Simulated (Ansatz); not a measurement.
CuCl, DFT, LDA, all-electron LAPW, scalar-relativistic (Ansatz 0.2.0), run on 1 thread of Intel(R) Xeon(R) 6975P-C (Granite Rapids) on a shared host.

The cell is COD entry 9013925, as deposited and not checked against the literature; nothing was relaxed.

Command: `ansatz run input.yaml --threads 1 --pin off --max-ram 2048MiB --backend cpu --events-out ev --progress --plain --runs-dir out`

```yaml
crystal:
  lattice:
    - [0.0, 2.7101, 2.7101]
    - [2.7101, 0.0, 2.7101]
    - [2.7101, 2.7101, 0.0]
  atoms:
    - { symbol: Cu, position: [0.0, 0.0, 0.0] }
    - { symbol: Cl, position: [0.75, 0.75, 0.75] }
kpoints:
  mp_grid: { grid: [13, 13, 13] }
  band_path:
    path:
      - [0.0, 0.0, 0.0]
      - [-0.5, -0.5, 0.0]
      - [-0.375, -0.375, 0.25]
      - [-0.375, 0.0, 0.375]
      - [0.0, 0.0, 0.0]
      - [0.0, 0.0, 0.5]
      - [-0.5, -0.25, 0.25]
      - [-0.5, -0.5, 0.0]
    npoints: 5
scf:
  occupations: { method: fermi_dirac, width: 0.05 }
hamiltonian:
  xc: lda
  pseudopotentials: { kind: all_electron, lapw: { basis_error: 0.00025 } }
output:
  forces: true
  stress: true
  eigenvalues: true
```

Task: How large is the problem that the program sets up?

Result: 84 irreducible k-points, 537 plane waves at Γ, 21 bands.

Task: Estimate the wall time and the peak memory.

Result: 20 s of wall time for 8 SCF iterations, with a peak of 0.47 GiB. Times on shared machines scatter by tens of per cent.

Task: And the same cell and mesh by PAW (frozen-core files), asked for forces, stress, eigenvalues, efg and the same band path, on the same hardware?

Result: 4.2 s, peak memory 0.44 GiB.
